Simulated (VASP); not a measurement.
Output of a VASP run:

### OSZICAR
```
...
DAV:   4    -0.217944513910E+02   -0.13676E-05   -0.21114E-05  2016   0.528E-02    0.954E-03
DAV:   5    -0.217944511927E+02    0.19836E-06   -0.20723E-06  1010   0.145E-02
   5 F= -.76621493E+01 E0= -.76621493E+01  d E =-.132122E+00
       N       E                     dE             d eps       ncg     rms          rms(c)
DAV:   1    -0.218224722583E+02   -0.28021E-01   -0.49806E-02  1592   0.419E+00    0.324E-01
DAV:   2    -0.218214272552E+02    0.10450E-02   -0.44366E-03  2000   0.131E+00    0.989E-02
DAV:   3    -0.218211634877E+02    0.26377E-03   -0.52959E-04  1914   0.584E-01    0.542E-02
DAV:   4    -0.218211314094E+02    0.32078E-04   -0.13935E-04  2070   0.166E-01    0.262E-02
DAV:   5    -0.218211305140E+02    0.89546E-06   -0.13035E-05  1566   0.395E-02    0.145E-02
DAV:   6    -0.218211299008E+02    0.61318E-06   -0.14933E-06   996   0.156E-02
   6 F= -.76622469E+01 E0= -.76622469E+01  d E =-.976499E-04
       N       E                     dE             d eps       ncg     rms          rms(c)
DAV:   1    -0.218142625474E+02    0.68680E-02   -0.34236E-03  1570   0.110E+00    0.847E-02
DAV:   2    -0.218141903096E+02    0.72238E-04   -0.30923E-04  2018   0.346E-01    0.262E-02
DAV:   3    -0.218141728855E+02    0.17424E-04   -0.35101E-05  1896   0.151E-01    0.141E-02
DAV:   4    -0.218141720646E+02    0.82089E-06   -0.94528E-06  2006   0.446E-02
   7 F= -.76622627E+01 E0= -.76622626E+01  d E =-.113366E-03
       N       E                     dE             d eps       ncg     rms          rms(c)
DAV:   1    -0.218131166586E+02    0.10562E-02   -0.16553E-02  1326   0.101E+00    0.757E-02
DAV:   2    -0.218130803849E+02    0.36274E-04   -0.76760E-04  2096   0.376E-01    0.418E-02
DAV:   3    -0.218130432832E+02    0.37102E-04   -0.46316E-05  2028   0.988E-02    0.166E-02
DAV:   4    -0.218130373613E+02    0.59219E-05   -0.11723E-05  2046   0.524E-02    0.704E-03
DAV:   5    -0.218130374988E+02   -0.13747E-06   -0.15493E-06   794   0.149E-02
   8 F= -.76624000E+01 E0= -.76624000E+01  d E =-.137358E-03
       N       E                     dE             d eps       ncg     rms          rms(c)
DAV:   1    -0.218102709983E+02    0.27664E-02   -0.14873E-01  1326   0.301E+00    0.228E-01
DAV:   2    -0.218099280471E+02    0.34295E-03   -0.68876E-03  2102   0.112E+00    0.125E-01
DAV:   3    -0.218095845586E+02    0.34349E-03   -0.42196E-04  2010   0.301E-01    0.495E-02
DAV:   4    -0.218095306537E+02    0.53905E-04   -0.11158E-04  2154   0.158E-01    0.236E-02
DAV:   5    -0.218095312968E+02   -0.64308E-06   -0.13664E-05  1768   0.422E-02    0.536E-03
DAV:   6    -0.218095311606E+02    0.13617E-06   -0.59845E-07   708   0.117E-02
   9 F= -.76627560E+01 E0= -.76627559E+01  d E =-.493295E-03
       N       E                     dE             d eps       ncg     rms          rms(c)
DAV:   1    -0.218050732580E+02    0.44580E-02   -0.59520E-01  1326   0.602E+00    0.458E-01
DAV:   2    -0.218036980358E+02    0.13752E-02   -0.27562E-02  2110   0.224E+00    0.250E-01
DAV:   3    -0.218023172243E+02    0.13808E-02   -0.16748E-03  2010   0.607E-01    0.997E-02
DAV:   4    -0.218020995816E+02    0.21764E-03   -0.45292E-04  2172   0.317E-01    0.475E-02
DAV:   5    -0.218021016056E+02   -0.20240E-05   -0.54410E-05  1838   0.868E-02    0.106E-02
DAV:   6    -0.218021011658E+02    0.43983E-06   -0.29043E-06  1214   0.271E-02
  10 F= -.76632601E+01 E0= -.76632601E+01  d E =-.997472E-03
```

**OUTCAR**
```
------------------------ aborting loop because EDIFF is reached ----------------------------------------
  FORCE on cell =-STRESS in cart. coord.  units (eV):
  Direction    XX          YY          ZZ          XY          YZ          ZX
  --------------------------------------------------------------------------------------
  Total       14.1313544     14.1314133     14.1171984      0.0000000      0.0000000      0.0000000
  in kB      449.7617217    449.7635956    449.3111765      0.0000000      0.0000000      0.0000000
  external PRESSURE =      -0.3878354 kB  Pullay stress =     450.0000000 kB
  volume of cell :       50.34
      direct lattice vectors                 reciprocal lattice vectors
     3.320683631  0.000000000  0.000000000     0.301142810  0.173864520  0.000000000
    -1.660341815  2.875802373  0.000000000    -0.000000000  0.347729041  0.000000000
    -0.000000000 -0.000000000  5.271392340     0.000000000  0.000000000  0.189703201
 POSITION                                       TOTAL-FORCE (eV/Angst)
 -----------------------------------------------------------------------------------
     -0.00000      1.91720      5.24692         0.000000     -0.000000     -0.014269
      1.66034      0.95860      2.61122        -0.000000     -0.000000     -0.014269
     -0.00000      1.91720      2.00124         0.000000     -0.000000      0.014269
      1.66034      0.95860      4.63694        -0.000000      0.000000      0.014269
 -----------------------------------------------------------------------------------
    total drift:                               -0.001154      0.000667     -0.001762
  FREE ENERGIE OF THE ION-ELECTRON SYSTEM (eV)
  ---------------------------------------------------
  free  energy   TOTEN  =       -21.8021011658 eV

  energy  without entropy=      -21.8021011594  energy(sigma->0) =      -21.80210116
  enthalpy is  TOTEN    =        -7.6632601345 eV   P V=       14.1388410313

 reached required accuracy - stopping structural energy minimisation
```
(Selected blocks of OUTCAR.)

POSCAR:
```
InN
1
    3.3675960591     0.0000000000     0.0000000000
   -1.6837980295     2.9164251480     0.0000000000
    0.0000000000     0.0000000000     5.4010738970
In N
2 2
Direct
  0.3333330000   0.6666670000   0.9970383372
  0.6666670000   0.3333330000   0.4970383372
  0.3333330000   0.6666670000   0.3779616628
  0.6666670000   0.3333330000   0.8779616628
```

Problem. Write an INCAR and KPOINTS that could have produced this output.

Solution. This is not unique; one that fits is the input of the run itself, PBEsol GGA, plane waves, VASP's PBE PAW potentials (set 64).

KPOINTS:
```
Automatic mesh
0
Gamma
8 8 4
0 0 0
```

INCAR:
```
! general
SYSTEM   =  InN
PREC     =  Accurate
ENCUT    =  620   ! plane-wave cut-off (eV)
LREAL    =  .FALSE.
LASPH    =  .TRUE.

! electronic loop
EDIFF    =  1E-6
NELM     =  100
ALGO     =  Normal   ! blocked Davidson
LMAXMIX  =  4   ! l cut-off of mixed one-centre charges

! smearing
ISMEAR   =  0
SIGMA    =  0.05   ! width (eV)

! functional
GGA      =  PS   ! PBEsol

! ions
IBRION   =  2
NSW      =  40   ! most ionic steps
ISIF     =  3   ! ions, shape and volume
EDIFFG   =  -0.02
PSTRESS  =  450   ! kbar

! output
LWAVE    =  .FALSE.
LCHARG   =  .FALSE.
```

POTCAR, in this order: In_d N (PBE.64 set). Program: vasp_std.

Energy and stress use the plane-wave basis of the starting cell.

The structure was generated: InN was put into the wurtzite type (P6_3mc), which need not be its known phase. This run relaxes it under an external pressure of 45 GPa. Symmetry was kept, so distortions that lower it aren't found.
